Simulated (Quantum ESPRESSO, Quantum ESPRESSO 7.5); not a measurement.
# GaP/Ga(1-x)In(x)P (110) interfaces, on the lattice of GaP, stepped through the share x of In

Wanted: a table for GaP/Ga(1-x)In(x)P (110) interfaces, on the lattice of GaP against the share x of In, and what can be fitted to it.

Method: plane-wave DFT, LDA, GBRV ultrasoft pseudopotentials, in Quantum ESPRESSO 7.5.

## (1) Starting point

It takes space group F-43m (No. 216, cubic). The conventional cell has a = 5.411 Å, b = 5.411 Å, c = 5.411 Å, α = 90.00°, β = 90.00°, γ = 90.00°. Nearest to Ga lie 4 P at 2.34 Å. P has 4 Ga at 2.34 Å nearest. Farther neighbours are not listed.

Set-up: Each bulk cell keeps the common in-plane lattice and relaxes along the normal and in its atoms; the superlattice is stacked from these relaxed cells and held, so that both halves are the crystals whose edges are computed. Edges are hung on the mean electrostatic potential over one period in the middle of each half. Fermi-Dirac smearing of 0.002 Ry; edges are taken by band count, which loses its meaning where this level closes a crystal's gap. The alloys are ordered cells with 4 sites.

## (2) Relaxing cell and ions of the reference

The bulk crystal is relaxed in cell and atoms; the members are built on its lattice constants.

The input, ref.vc.in:

```
&control
  prefix = 'ref.vc'
  outdir = './out'
  pseudo_dir = './pseudo'
  nstep = 40
  forc_conv_thr = 0.001
  calculation = 'vc-relax'
/
&system
  ibrav = 0
  nat = 8
  ntyp = 2
  ecutwfc = 48
  ecutrho = 240
  occupations = 'smearing'
  smearing = 'fd'
  degauss = 0.002
/
&electrons
  conv_thr = 1e-09
  mixing_beta = 0.4
  electron_maxstep = 120
/
&ions
/
&cell
  press_conv_thr = 0.3
/
ATOMIC_SPECIES
  Ga  69.7230  ga_lda_v1.4.uspp.F.UPF
  P   30.9738  p_lda_v1.5.uspp.F.UPF
CELL_PARAMETERS angstrom
  5.41082000000000 0.00000000000000 0.00000000000000
  0.00000000000000 3.82602751377979 0.00000000000000
  0.00000000000000 0.00000000000000 7.65205502755959
ATOMIC_POSITIONS crystal
  Ga  0.000000000000 0.000000000000 0.000000000000
  P   0.250000000000 0.500000000000 0.000000000000
  Ga  0.500000000000 0.500000000000 0.250000000000
  P   0.750000000000 0.000000000000 0.250000000000
  Ga  0.000000000000 0.000000000000 0.500000000000
  P   0.250000000000 0.500000000000 0.500000000000
  Ga  0.500000000000 0.500000000000 0.750000000000
  P   0.750000000000 0.000000000000 0.750000000000
K_POINTS automatic
  6 8 4 0 0 0
```

Launch:

```
$ OMP_NUM_THREADS=1 mpirun -n 4 pw.x -nk 4 -in ref.vc.in > ref.vc.out
```

What it wrote:

```text
Program PWSCF v.7.5 starts
[citation notice left out]

     Parallel version (MPI & OpenMP), running on       4 processor cores
     Number of MPI processes:                 4
     Threads/MPI process:                     1

     MPI processes distributed on     1 nodes
[...]
Current dimensions of program PWSCF are:
     Max number of different atomic species (ntypx) = 10
     Max number of k-points (npk) =  40000
     Max angular momentum in pseudopotentials (lmaxx) =  4
     Found identity + ( -0.5000 -0.5000  0.2500) symmetry
     This is a supercell, fractional translations are disabled
     Message from routine setup:
     using ibrav=0 with symmetry is DISCOURAGED, use correct ibrav instead

     K-points division:     npool     =       4
     Subspace diagonalization in iterative solution of the eigenvalue problem:
     a serial algorithm will be used

     G-vector sticks info
     --------------------
     sticks:   dense  smooth     PW     G-vecs:    dense   smooth      PW
     Sum        1409    1123    329                67235    47965    7671

     Using Slab Decomposition

     bravais-lattice index     =            0
     lattice parameter (alat)  =      10.2250  a.u.
     unit-cell volume          =    1069.0201 (a.u.)^3
     number of atoms/cell      =            8
     number of atomic types    =            2
     number of electrons       =        96.00
     number of Kohn-Sham states=           58
     kinetic-energy cutoff     =      48.0000  Ry
     charge density cutoff     =     240.0000  Ry
     scf convergence threshold =      1.0E-09
     mixing beta               =       0.4000
     number of iterations used =            8  plain     mixing
     energy convergence thresh.=      1.0E-04
     force convergence thresh. =      1.0E-03
     press convergence thresh. =      3.0E-01
     Exchange-correlation=  SLA  PZ   NOGX NOGC
                           (   1   1   0   0   0   0   0)
     nstep                     =           40

     celldm(1)=  10.224968  celldm(2)=   0.000000  celldm(3)=   0.000000
     celldm(4)=   0.000000  celldm(5)=   0.000000  celldm(6)=   0.000000

     crystal axes: (cart. coord. in units of alat)
               a(1) = (   1.000000   0.000000   0.000000 )
               a(2) = (   0.000000   0.707107   0.000000 )
               a(3) = (   0.000000   0.000000   1.414214 )

     reciprocal axes: (cart. coord. in units 2 pi/alat)
               b(1) = (  1.000000  0.000000  0.000000 )
               b(2) = (  0.000000  1.414214  0.000000 )
               b(3) = (  0.000000  0.000000  0.707107 )

     PseudoPot. # 1 for Ga read from file:
     ./pseudo/ga_lda_v1.4.uspp.F.UPF
     Pseudo is Ultrasoft + core correction, Zval = 19.0
     Generated by new atomic code, or converted to UPF format
     Using radial grid of  871 points,  6 beta functions with:
                l(1) =   0
                l(2) =   0
                l(3) =   1
                l(4) =   1
                l(5) =   2
                l(6) =   2
     Q(r) pseudized with  8 coefficients,  rinner =    1.250   1.250   1.250
                                                       1.250   1.250

     PseudoPot. # 2 for P  read from file:
     ./pseudo/p_lda_v1.5.uspp.F.UPF
     Pseudo is Ultrasoft + core correction, Zval =  5.0
     Generated by new atomic code, or converted to UPF format
     Using radial grid of  903 points,  6 beta functions with:
                l(1) =   0
                l(2) =   0
                l(3) =   1
                l(4) =   1
                l(5) =   2
                l(6) =   2
     Q(r) pseudized with  8 coefficients,  rinner =    1.300   1.300   1.300
                                                       1.300   1.300

     atomic species   valence    mass     pseudopotential
     Ga               19.00    69.72300     Ga( 1.00)
     P                 5.00    30.97380     P ( 1.00)

      4 Sym. Ops. (no inversion) found

   Cartesian axes

     site n.     atom                  positions (alat units)
         1        Ga     tau(   1) = (   0.0000000   0.0000000   0.0000000  )
         2        P      tau(   2) = (   0.2500000   0.3535534   0.0000000  )
         3        Ga     tau(   3) = (   0.5000000   0.3535534   0.3535534  )
         4        P      tau(   4) = (   0.7500000   0.0000000   0.3535534  )
         5        Ga     tau(   5) = (   0.0000000   0.0000000   0.7071068  )
         6        P      tau(   6) = (   0.2500000   0.3535534   0.7071068  )
         7        Ga     tau(   7) = (   0.5000000   0.3535534   1.0606602  )
         8        P      tau(   8) = (   0.7500000   0.0000000   1.0606602  )

     number of k points=    60  Fermi-Dirac smearing, width (Ry)=  0.0020
                       cart. coord. in units 2pi/alat
        k(    1) = (   0.0000000   0.0000000   0.0000000), wk =   0.0104167
        k(    2) = (   0.0000000   0.0000000   0.1767767), wk =   0.0208333
        k(    3) = (   0.0000000   0.0000000  -0.3535534), wk =   0.0104167
        k(    4) = (   0.0000000   0.1767767   0.0000000), wk =   0.0208333
        k(    5) = (   0.0000000   0.1767767   0.1767767), wk =   0.0416667
        k(    6) = (   0.0000000   0.1767767  -0.3535534), wk =   0.0208333
        k(    7) = (   0.0000000   0.3535534   0.0000000), wk =   0.0208333
        k(    8) = (   0.0000000   0.3535534   0.1767767), wk =   0.0416667
        k(    9) = (   0.0000000   0.3535534  -0.3535534), wk =   0.0208333
        k(   10) = (   0.0000000   0.5303301   0.0000000), wk =   0.0208333
[...]
k(   60) = (  -0.5000000  -0.7071068  -0.3535534), wk =   0.0104167

     Dense  grid:    67235 G-vectors     FFT dimensions: (  54,  36,  72)

     Smooth grid:    47965 G-vectors     FFT dimensions: (  45,  32,  64)

     Estimated max dynamical RAM per process >     194.58 MB

     Estimated total dynamical RAM >     729.06 MB

     Initial potential from superposition of free atoms

     starting charge      91.9994, renormalised to      96.0000
     Starting wfcs are   64 randomized atomic wfcs

     total cpu time spent up to now is        4.0 secs

     per-process dynamical memory:   140.1 Mb

     Self-consistent Calculation

     iteration #  1     ecut=    48.00 Ry     beta= 0.40
     Davidson diagonalization with overlap
     ethr =  1.00E-02,  avg # of iterations =  3.6

     total cpu time spent up to now is       15.3 secs

     total energy              =   -1710.88786540 Ry
     estimated scf accuracy    <      28.34840211 Ry

     iteration #  2     ecut=    48.00 Ry     beta= 0.40
[...]
iteration #  7     ecut=    48.00 Ry     beta= 0.40
[...]
End of self-consistent calculation

[...]
the Fermi energy is     8.6784 ev

!    total energy              =   -1722.38351264 Ry
     estimated scf accuracy    <          8.1E-12 Ry
     smearing contrib. (-TS)   =      -0.00000000 Ry
     internal energy E=F+TS    =   -1722.38351264 Ry

     The total energy is F=E-TS. E is the sum of the following terms:
     one-electron contribution =   -1571.82776157 Ry
     hartree contribution      =     819.52574113 Ry
     xc contribution           =    -214.90607705 Ry
     ewald contribution        =    -755.17541515 Ry

     convergence has been achieved in   7 iterations

     Forces acting on atoms (cartesian axes, Ry/au):

     atom    1 type  1   force =     0.00000043    0.00000000    0.00000000
     atom    2 type  2   force =     0.00000622    0.00000000    0.00000000
     atom    3 type  1   force =    -0.00000008    0.00000000   -0.00000364
     atom    4 type  2   force =     0.00000008    0.00000000    0.00000022
     atom    5 type  1   force =    -0.00000055    0.00000000    0.00000000
     atom    6 type  2   force =    -0.00000608    0.00000000    0.00000000
     atom    7 type  1   force =    -0.00000008    0.00000000    0.00000364
     atom    8 type  2   force =     0.00000008    0.00000000   -0.00000022

     Total force =     0.000010     Total SCF correction =     0.000015
     SCF correction compared to forces is large: reduce conv_thr to get better values

     Computing stress (Cartesian axis) and pressure

          total   stress  (Ry/bohr**3)                   (kbar)     P=        0.28
   0.00000097   0.00000000   0.00000000            0.14        0.00        0.00
   0.00000000   0.00000237   0.00000000            0.00        0.35        0.00
   0.00000000   0.00000000   0.00000237            0.00        0.00        0.35

     Energy error            =      1.6E-04 Ry
     Gradient error          =      6.2E-06 Ry/Bohr
     Cell gradient error     =      3.5E-01 kbar

     number of scf cycles    =   3
     number of bfgs steps    =   2

     enthalpy           old  =   -1722.3833532030 Ry
     enthalpy           new  =   -1722.3835126369 Ry

     CASE: enthalpy          _new < enthalpy          _old

     new trust radius        =       0.0007334425 bohr
     new conv_thr            =            1.0E-11 Ry

     new unit-cell volume =   1055.63750 a.u.^3 (   156.42934 Ang^3 )
     density =      4.27569 g/cm^3

CELL_PARAMETERS (angstrom)
   5.387404638   0.000000000   0.000000000
   0.000000000   3.810257474   0.000000000
   0.000000000   0.000000000   7.620514383

ATOMIC_POSITIONS (crystal)
Ga               0.0000011169        0.0000000000        0.0000000000
P                0.2500004623        0.5000000000        0.0000000000
Ga               0.5000000390        0.5000000000        0.2500027251
P                0.7499999683        0.0000000000        0.2499999654
Ga              -0.0000010674        0.0000000000        0.5000000000
P                0.2499994736        0.5000000000        0.5000000000
Ga               0.5000000390        0.5000000000        0.7499972749
P                0.7499999683        0.0000000000        0.7500000346

[...]
NEW-OLD atomic charge density approx. for the potential
     New effective cutoffs (rho, wfc):  242.03   48.41

     total cpu time spent up to now is      286.0 secs

     per-process dynamical memory:   155.6 Mb

     Self-consistent Calculation

     iteration #  1     ecut=    48.00 Ry     beta= 0.40
     Davidson diagonalization with overlap
     ethr =  1.00E-06,  avg # of iterations =  2.0

     Threshold (ethr) on eigenvalues was too large:
     Diagonalizing with lowered threshold

     Davidson diagonalization with overlap
     ethr =  1.76E-11,  avg # of iterations =  3.6

     total cpu time spent up to now is      305.9 secs

     total energy              =   -1722.38351299 Ry
     estimated scf accuracy    <       0.00000002 Ry

[...]
iteration #  5     ecut=    48.00 Ry     beta= 0.40
[...]
End of self-consistent calculation

          k = 0.0000 0.0000 0.0000 (  5995 PWs)   bands (ev):

   -85.7999 -85.7997 -85.7997 -85.7996 -85.7996 -85.7996 -85.7996 -85.7995
   -85.7995 -85.7994 -85.7992 -85.7992  -6.8586  -6.8136  -6.8136  -6.7292
    -6.7292  -6.7291  -6.6971  -6.6971  -6.6913  -6.6913  -6.6598  -6.6557
    -6.6557  -6.6194  -6.6194  -6.6177  -6.6175  -6.6162  -6.6161  -6.5930
    -4.8455  -2.8563  -2.8563  -1.6701   0.9266   2.3632   2.3632   4.3432
     4.3432   5.1131   5.1131   6.6697   6.6697   7.9441   7.9441   7.9451
     9.3726   9.5865   9.8333  11.0357  11.0357  11.7230  11.7234  11.7234
    13.6034  13.6034

          k = 0.0000 0.0000 0.1775 (  5988 PWs)   bands (ev):

   -85.7998 -85.7998 -85.7997 -85.7996 -85.7996 -85.7995 -85.7995 -85.7995
   -85.7995 -85.7994 -85.7993 -85.7992  -6.8532  -6.8278  -6.7937  -6.7407
    -6.7262  -6.7241  -6.7055  -6.7035  -6.6900  -6.6774  -6.6650  -6.6583
    -6.6520  -6.6263  -6.6219  -6.6186  -6.6169  -6.6131  -6.6128  -6.5961
    -4.7029  -3.6447  -2.1143  -1.6479   0.9829   1.5450   3.5781   3.7317
     4.5123   5.2289   5.3378   6.0699   6.7810   7.2402   7.5176   7.8803
     9.5888  10.4866  10.5092  10.5505  11.2293  11.7886  11.8558  12.3460
    12.8515  12.8811

          k = 0.0000 0.0000-0.3550 (  5944 PWs)   bands (ev):

   -85.7997 -85.7997 -85.7995 -85.7995 -85.7994 -85.7994 -85.7994 -85.7994
   -85.7994 -85.7994 -85.7993 -85.7993  -6.8410  -6.8409  -6.7668  -6.7668
    -6.7178  -6.7178  -6.7132  -6.7132  -6.6782  -6.6782  -6.6658  -6.6658
    -6.6404  -6.6404  -6.6209  -6.6209  -6.6147  -6.6147  -6.6039  -6.6039
    -4.2890  -4.2890  -1.7050  -1.7050   1.1481   1.1482   3.7698   3.7698
     5.0950   5.0951   5.5624   5.5624   6.4968   6.4968   7.6586   7.6586
     9.9508   9.9508  10.9888  10.9888  12.1531  12.1532  12.2462  12.2463
    12.6845  12.6845

          k = 0.0000 0.1775 0.0000 (  5988 PWs)   bands (ev):

   -85.7998 -85.7997 -85.7997 -85.7996 -85.7996 -85.7995 -85.7995 -85.7995
   -85.7995 -85.7995 -85.7993 -85.7992  -6.8532  -6.8203  -6.8203  -6.7407
    -6.7262  -6.7241  -6.6946  -6.6946  -6.6824  -6.6824  -6.6650  -6.6583
    -6.6520  -6.6300  -6.6300  -6.6186  -6.6169  -6.6081  -6.6081  -6.5961
    -4.7029  -2.7360  -2.7360  -1.6479   0.9829   2.2870   2.2870   4.4406
     4.4406   4.5123   5.2289   6.0709   6.0709   6.7810   7.5176   7.8803
     9.5888  10.5092  10.5505  11.7327  11.7327  11.7886  11.8558  12.3460
    12.4370  12.4370

          k = 0.0000 0.1775 0.1775 (  6006 PWs)   bands (ev):

   -85.7998 -85.7997 -85.7997 -85.7996 -85.7996 -85.7996 -85.7995 -85.7995
   -85.7995 -85.7995 -85.7994 -85.7993  -6.8486  -6.8299  -6.8039  -6.7548
    -6.7189  -6.7188  -6.6993  -6.6948  -6.6910  -6.6712  -6.6702  -6.6617
    -6.6465  -6.6303  -6.6302  -6.6224  -6.6141  -6.6103  -6.6075  -6.5990
    -4.5622  -3.5146  -2.0153  -1.6169   1.0277   1.5017   3.4737   3.8456
     4.5968   4.6628   5.3935   5.4812   6.3695   6.5959   7.2482   7.2490
    10.5437  10.7660  10.8861  11.1544  11.4002  11.4776  12.0063  12.7165
    12.7181  13.3938

          k = 0.0000 0.1775-0.3550 (  5990 PWs)   bands (ev):

   -85.7998 -85.7997 -85.7996 -85.7996 -85.7995 -85.7995 -85.7995 -85.7995
   -85.7995 -85.7995 -85.7994 -85.7994  -6.8389  -6.8389  -6.7800  -6.7800
    -6.7087  -6.7087  -6.7070  -6.7070  -6.6828  -6.6828  -6.6638  -6.6638
    -6.6381  -6.6380  -6.6273  -6.6273  -6.6105  -6.6105  -6.6057  -6.6057
    -4.1529  -4.1528  -1.6441  -1.6441   1.1545   1.1545   3.8866   3.8866
     4.9364   4.9364   4.9706   4.9706   6.4478   6.4478   6.9394   6.9394
    10.7531  10.7531  10.9846  10.9846  11.7764  11.7764  12.7528  12.7528
    13.4933  13.4933

[...]
-4.0378  -4.0377  -1.9288  -1.9288   1.3724   1.3725   4.0941   4.0941
```

Wall time 9 min (4 MPI ranks of Arm Neoverse V1, shared host); peak memory 0.89 GiB.

The steps of the relaxation:

```csv
step,energy less that of the first step (eV),largest force (eV/Å),volume (Å³)
1,0.0000,0.0001,158.41
2,-0.0049,0.0005,157.52
3,-0.0070,0.0002,156.38
4,-0.0070,0.0003,156.43
5,-0.0037,0.0002,156.43
```

```csv
cell as run,before,after,change
a (Å),5.411,5.387,-0.4 %
b (Å),3.826,3.810,-0.4 %
c (Å),7.652,7.621,-0.4 %
volume (Å³/atom),19.80,19.55,-1.3 %
```

 The last row is no step: it is a fresh SCF in the final cell with a new plane-wave basis, +3 meV from the row before.

Numbers from this step:

* free energy: -23434.2182 eV
* Fermi energy: 8.6 eV

[end of part 1 of 9]

[Logs are printed without paths, hosts, clocks, repeated set-up lines and the standing remarks that a program may print on its own settings, such as how far it seeks lower states.]

[Hosts, paths, dates, database ids (printed as entryN), source tags and the programs' standing remarks are cut or masked in the printed files.]

[Maps of the electrostatic potential energy from Ansatz leave out the sawtooth potential of an applied field or a dipole correction, so their vacuum need not be flat; planar profiles and work functions include it.]
